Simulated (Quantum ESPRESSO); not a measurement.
Si:

```
Si
1.0
     0.00000    2.72185    2.72185
     2.72185    0.00000    2.72185
     2.72185    2.72185    0.00000
Si
2
Cartesian
  2.7219 2.7219 2.7219
  4.0828 4.0828 4.0828
```

| Quantity | Value |
| --- | --- |
| Program | Quantum ESPRESSO 7.5 |
| Task | phonons |
| Functional | LDA |
| Potentials or basis | GBRV 1.5 LDA |
| Cutoff | 612 eV |
| Density cutoff | 4898 eV |
| k mesh | 6 × 6 × 6, shifted |
| Occupations | fermi-dirac, width 0.05 eV |
| Spin | no spin polarisation |
| Form of the LDA correlation | PZ81 |
| Mixing beta | 0.5 |
| Most SCF iterations | 120 |
| SCF threshold | 4e-10 Ry |

The cell and the atoms were relaxed first, to 19.69 Å³/atom (a = 3.819 Å, b = 3.819 Å, c = 3.819 Å, α = 60.00°, β = 60.00°, γ = 60.00°), and the response was taken there.

The first run showed a gap, so the response started from a second, tighter run with fixed occupations.

Task: Which optical modes does the crystal have at the zone centre, and which show in infrared and Raman spectra?

Result: The optical modes are T2g. None is infrared active. Raman active: T2g.

Optical modes at Γ, degenerate ones joined, polar ones without the macroscopic field:
```csv
cm⁻¹,components,symmetry,active in,"IR intensity, summed ((D/Å)²/amu)"
514,3,T2g,Raman,0.00
```

Born effective charge tensors (e):
atom 1, Si
```
-0.01  0.00  0.00
 0.00 -0.01  0.00
 0.00  0.00 -0.01
```
atom 2, Si
```
-0.01  0.00  0.00
 0.00 -0.01  0.00
 0.00  0.00 -0.01
```

Electronic dielectric tensor:
```
13.38  0.00  0.00
 0.00 13.38  0.00
 0.00  0.00 13.38
```

Static dielectric tensor, electrons and zone-centre modes:
```
13.38  0.00  0.00
 0.00 13.38  0.00
 0.00  0.00 13.38
```

Caveat: the mesh is thin for the dielectric tensor, Born charges and intensities, which usually come out too large.
